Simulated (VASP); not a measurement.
# MnS (R-3m) in VASP: notebook, part 2 of 2

VASP 6.6.1. Earlier steps stand in the parts before.

## Step 4: Single point, PBE, collinear spin, ferromagnetic start

Input file INCAR:

```
SYSTEM = MnS
ADDGRID = .False.
ALGO = Normal
EDIFF = 1E-6
ENCUT = 1100
GGA = PE
ISIF = 2
ISMEAR = 0
ISPIN = 2
LASPH = .True.
LCHARG = .False.
LMAXMIX = 4
LORBIT = 11
LREAL = .False.
LWAVE = .False.
MAGMOM = 4 0
NELM = 100
PREC = Accurate
SIGMA = 0.05
```

Input file KPOINTS:

```
k-points
0
Gamma
  5 5 5
  0 0 0
```

Input file POSCAR:

```
MnS
1.0
    1.8299960138      1.0565486912      2.9709202777
   -1.8299960138      1.0565486912      2.9709202777
    0.0000000000     -2.1130973823      2.9709202777
Mn S
1 1
Direct
    0.0000000000      0.0000000000      0.0000000000
    0.5000000000      0.5000000000      0.5000000000
```

Potentials or basis: VASP PAW PBE potentials, release 64 (Mn_pv, S_h).

On the command line:

```bash
> cat potpaw_PBE.64/Mn_pv/POTCAR potpaw_PBE.64/S_h/POTCAR > POTCAR
> mpirun -np 1 vasp_std > vasp.out
```

OUTCAR:

```text
SYSTEM = MnS
   EDIFF = 1E-6
   ENCUT = 1100
   GGA = PE
   ISIF = 2
   ISMEAR = 0
   ISPIN = 2
   LASPH = .True.
   LORBIT = 11
   LREAL = .False.
   NELM = 100
   PREC = Accurate

 Found     19 irreducible k-points:

 Following reciprocal coordinates:
            Coordinates               Weight
  0.000000  0.000000  0.000000      1.000000
  0.200000 -0.000000  0.000000      6.000000
  0.400000  0.000000  0.000000      6.000000
  0.200000  0.200000  0.000000      6.000000
  0.400000  0.200000 -0.000000     12.000000
 -0.400000  0.200000 -0.000000     12.000000
   k-points           NKPTS =     19   k-points in BZ     NKDIM =     19   number of bands    NBANDS=     15
   number of dos      NEDOS =    301   number of ions     NIONS =      2
   total plane-waves  NPLWV =  64000
   dimension x,y,z NGX =    40 NGY =   40 NGZ =   40
   dimension x,y,z NGXF=    80 NGYF=   80 NGZF=   80
   ions per type =               1   1
   NGX,Y,Z   is equivalent  to a cutoff of  18.24, 18.24, 18.24 a.u.
   NGXF,Y,Z  is equivalent  to a cutoff of  36.48, 36.48, 36.48 a.u.
 SYSTEM =  MnS
   PREC   = accura    normal or accurate (medium, high low for compatibility)
[... 284 lines left out ...]
     15      14.9244      0.00000

 [... further k-points ...]

------------------------ aborting loop because EDIFF is reached ----------------------------------------

  FORCE on cell =-STRESS in cart. coord.  units (eV):
  Direction    XX          YY          ZZ          XY          YZ          ZX
  --------------------------------------------------------------------------------------
  -------------------------------------------------------------------------------------
  Total       -0.6211770     -0.6211770     -0.5326727      0.0000000     -0.0000000      0.0000000
  in kB      -28.8764682    -28.8764682    -24.7621933      0.0000000     -0.0000000      0.0000000
  external PRESSURE =     -27.5050432 kB  Pullay stress =       0.0000000 kB

 VOLUME and BASIS-vectors are now :
 -----------------------------------------------------------------------------
  energy-cutoff  :     1100.00
  volume of cell :       34.47
      direct lattice vectors                 reciprocal lattice vectors
     1.829996014  1.056548691  2.970920278     0.273224639  0.157746319  0.112198680
    -1.829996014  1.056548691  2.970920278    -0.273224639  0.157746319  0.112198680
     0.000000000 -2.113097382  2.970920278     0.000000000 -0.315492638  0.112198680

 POSITION                                       TOTAL-FORCE (eV/Angst)
 -----------------------------------------------------------------------------------
      0.00000      0.00000      0.00000         0.000000      0.000000      0.000000
      0.00000      0.00000      4.45638        -0.000000     -0.000000      0.000000
 -----------------------------------------------------------------------------------
    total drift:                               -0.000000     -0.000000     -0.000000

  FREE ENERGIE OF THE ION-ELECTRON SYSTEM (eV)
  ---------------------------------------------------
  free  energy   TOTEN  =       -14.0855223349 eV

  energy  without entropy=      -14.0838359428  energy(sigma->0) =      -14.08467914

 total charge

# of ion       s       p       d       tot
------------------------------------------
    1        0.218   6.169   4.948  11.335
    2        0.812   1.288   0.000   2.099
--------------------------------------------------
tot          1.030   7.456   4.948  13.434

 magnetization (x)

# of ion       s       p       d       tot
------------------------------------------
    1        0.050   0.039   4.070   4.159
    2        0.020   0.034   0.000   0.054
--------------------------------------------------
tot          0.070   0.073   4.070   4.213
```

OSZICAR:

```text
N       E                     dE             d eps       ncg     rms          rms(c)
DAV:   1     0.188170972938E+03    0.18817E+03   -0.15740E+04  1140   0.227E+03
DAV:   2    -0.689085237157E+01   -0.19506E+03   -0.18733E+03  1203   0.450E+02
DAV:   3    -0.150770246446E+02   -0.81862E+01   -0.80777E+01  1421   0.930E+01
DAV:   4    -0.152230114223E+02   -0.14599E+00   -0.14592E+00  1351   0.125E+01
DAV:   5    -0.152262467727E+02   -0.32354E-02   -0.32349E-02  1566   0.198E+00    0.937E+00
DAV:   6    -0.142089306509E+02    0.10173E+01   -0.87290E+00  1218   0.381E+01    0.947E+00
DAV:   7    -0.140746533199E+02    0.13428E+00   -0.11691E+00  1148   0.177E+01    0.550E+00
DAV:   8    -0.140902915585E+02   -0.15638E-01   -0.51883E-02  1399   0.237E+00    0.312E+00
DAV:   9    -0.140817720232E+02    0.85195E-02   -0.37600E-02  1231   0.211E+00    0.650E-01
DAV:  10    -0.140841113597E+02   -0.23393E-02   -0.83918E-03  1245   0.107E+00    0.453E-01
DAV:  11    -0.140854942540E+02   -0.13829E-02   -0.98643E-04  1294   0.414E-01    0.839E-02
DAV:  12    -0.140855135531E+02   -0.19299E-04   -0.20707E-04  1401   0.114E-01    0.324E-02
DAV:  13    -0.140855202376E+02   -0.66845E-05   -0.14363E-05  1399   0.385E-02    0.168E-02
DAV:  14    -0.140855223822E+02   -0.21446E-05   -0.31901E-06  1279   0.166E-02    0.746E-03
DAV:  15    -0.140855223349E+02    0.47270E-07   -0.61500E-07  1004   0.851E-03
   1 F= -.14085522E+02 E0= -.14084679E+02  d E =-.168639E-02  mag=     4.5520
```

stdout:

```text
POSCAR found type information on POSCAR MnS
 POSCAR found :  2 types and       2 ions
 scaLAPACK will be used
 LDA part: xc-table for (Slater+PW92), standard interpolation
 POSCAR, INCAR and KPOINTS ok, starting setup
 FFT: planning ... GRIDC
 FFT: planning ... GRID_SOFT
 FFT: planning ... GRID
 WAVECAR not read
 entering main loop
```

Wall time 65 s (1 thread of Intel Xeon Platinum 8488C (Sapphire Rapids), shared host); peak memory 0.31 GiB.

These settings aren't checked as converged: the numbers below hold their error.

What came out:

```yaml
Free_energy: -14.0855 eV
Pressure: -2.8 GPa
Band_gap_on_the_k_mesh: none (metal or under the smearing width)
Net_moment: 4.55 μB per cell
Site_moments: Mn +4.16; S +0.05 μB
Valence_electrons_inside_the_program's_atomic_spheres: Mn 11.34; S 2.10
```

Caveat: the k mesh is coarse (spacing up to 0.42 Å⁻¹), so the values aren't converged; a cell with one magnetic atom can't hold antiferromagnetic order, which such compounds often take; semilocal functionals often make such compounds metallic where correlation or magnetic order opens a gap, which also shifts bond lengths.

## Step 5: Single point, PBE, collinear spin, ferromagnetic start

INCAR is that of step 4.

KPOINTS is that of step 4.

Input file POSCAR:

```
MnS
1.0
    1.8299960138      1.0565486912      2.9709202777
   -1.8299960138      1.0565486912      2.9709202777
    0.0000000000     -2.1130973823      2.9709202777
Mn S
1 1
Direct
   -0.0003430000      0.0039840000     -0.0109630000
    0.4802460000      0.5015880000      0.5288910000
```

On the command line:

```bash
> cat potpaw_PBE.64/Mn_pv/POTCAR potpaw_PBE.64/S_h/POTCAR > POTCAR
> mpirun -np 1 vasp_std > vasp.out
```

Wall time 3.1 min (1 thread of Intel Xeon Platinum 8488C (Sapphire Rapids), shared host); peak memory 0.39 GiB.

These settings aren't checked as converged: the numbers below hold their error.

What came out:

* Free energy: -14.0629 eV
* Pressure: -2.2 GPa
* Largest force: 0.368 eV/Å
* Band gap on the k mesh: none (metal or under the smearing width)
* Net moment: 4.55 μB per cell
* Site moments: Mn +4.15; S +0.06 μB
* Valence electrons inside the program's atomic spheres: Mn 11.34; S 2.10

Caveat: the k mesh is coarse (spacing up to 0.42 Å⁻¹), so the values aren't converged; a cell with one magnetic atom can't hold antiferromagnetic order, which such compounds often take; semilocal functionals often make such compounds metallic where correlation or magnetic order opens a gap, which also shifts bond lengths.
